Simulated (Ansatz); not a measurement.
Runs of Ansatz 0.2.0 on NaCl. Symmetry: Fm-3m, No. 225, cubic system. The conventional cell has a = 5.588 Å, b = 5.588 Å, c = 5.588 Å, α = 90.00°, β = 90.00°, γ = 90.00°. Around Cl (site symmetry m-3m) lie 6 Na at 2.79 Å. Around Na (site symmetry m-3m) lie 6 Cl at 2.79 Å. The cell is a database's computed one.

```tsv
task	potentials or basis	cell	cutoff (eV)	basis error allowed	gap on the mesh (eV)	pressure (GPa)
relaxation of cell and atoms	all-electron LAPW, scalar-relativistic	relaxed to 5 GPa	-	0.001 eV/atom	(b)	5.0
relaxation of cell and atoms	all-electron LAPW, scalar-relativistic	relaxed to 10 GPa	-	0.001 eV/atom	6.03	10.0
band structure	all-electron PAW datasets made for the crystal	as given	180	-	5.04	0.2
relaxation of cell and atoms	all-electron LAPW, scalar-relativistic	relaxed	-	0.001 eV/atom	5.01	0.0
relaxation of cell and atoms	all-electron LAPW, scalar-relativistic	relaxed to 20 GPa	-	0.001 eV/atom	(a)	20.0
```

Alike in all rows: level PBEsol; no spin polarisation; k mesh 8 × 8 × 8; smearing fermi-dirac 0.05 eV.

Task: Estimate the missing entries.

Result: (a) 6.71; (b) 5.59.

A k mesh can miss the band edges.

The runs don't all hold the same shells in valence.
